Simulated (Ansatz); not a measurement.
**What a change of settings does: C (diamond type)**

First run: DFT, PBEsol, PAW with Ansatz's default frozen-core files, scalar-relativistic (Ansatz 0.2.0).

Command: `ansatz run input.yaml --threads 2 --pin off --max-ram 4096MiB --backend cpu --events-out ev --progress --plain --runs-dir out` It took 3.4 s on 2 threads of Arm Neoverse V2 (shared host), peak memory 0.27 GiB.

```yaml
crystal:
  lattice:
    - [0.0, 1.7863159877, 1.7863159877]
    - [1.7863159877, 0.0, 1.7863159877]
    - [1.7863159877, 1.7863159877, 0.0]
  atoms:
    - { symbol: C, position: [-0.125, -0.125, -0.125] }
    - { symbol: C, position: [0.125, 0.125, 0.125] }
kpoints:
  mp_grid: { grid: [16, 16, 16] }
scf:
  occupations: { method: fermi_dirac, width: 0.02 }
hamiltonian:
  xc: pbesol
  pseudopotentials: { kind: paw }
output:
  forces: true
  stress: true
relax:
  f_tol: 0.005
  max_steps: 40
  cell: {}
```

The start is a guessed cell of a prototype that needn't be stable.

This run: bulk cell relaxed.

It converges in 46 SCF iterations over all geometries at a pressure of 0.00 GPa, ending at 5.61 Å³/atom, cutoff 420 eV.

A second input differs as follows:

```diff
   occupations: { method: fermi_dirac, width: 0.02 }
+  max_iter: 80
 hamiltonian:
   pseudopotentials: { kind: paw }
+  hubbard: { sites: [{ species: C, l: p, u_eff: 20.0 }] }
 output:
```

Task: What is wrong with it, and what does the program do?

Result: The change was made to test an enormous or negative U. The run converges in 27 SCF iterations over all geometries at a pressure of 0.00 GPa, ending at 5.58 Å³/atom, cutoff 420 eV. Compare each number with the sound run's before taking it for a property of the system. The log ends:
```
Occupation matrices written to <dir>
--- Relaxed structure (5 steps of the walk, 5 accepted, 2 SCFs on fresh bases) ---
  F+E_penalty+E_count = -463.34551559 eV   max|allowed force component| = 1.110e-16 eV/Å   (the final SCF, on the basis selected at the relaxed cell)
  cell:  # Å, volume = 11.1640 Å³
    - [-9.100015989999468e-34, 1.7739052747256159, 1.7739052747256159]
    - [1.7739052747256159, -7.173328440060823e-34, 1.7739052747256159]
    - [1.7739052747256159, 1.7739052747256159, -3.0890692949429513e-34]
  atoms:
    - { symbol: C, position: [-0.125, -0.125, -0.125] }
    - { symbol: C, position: [0.125, 0.125, 0.125] }
```
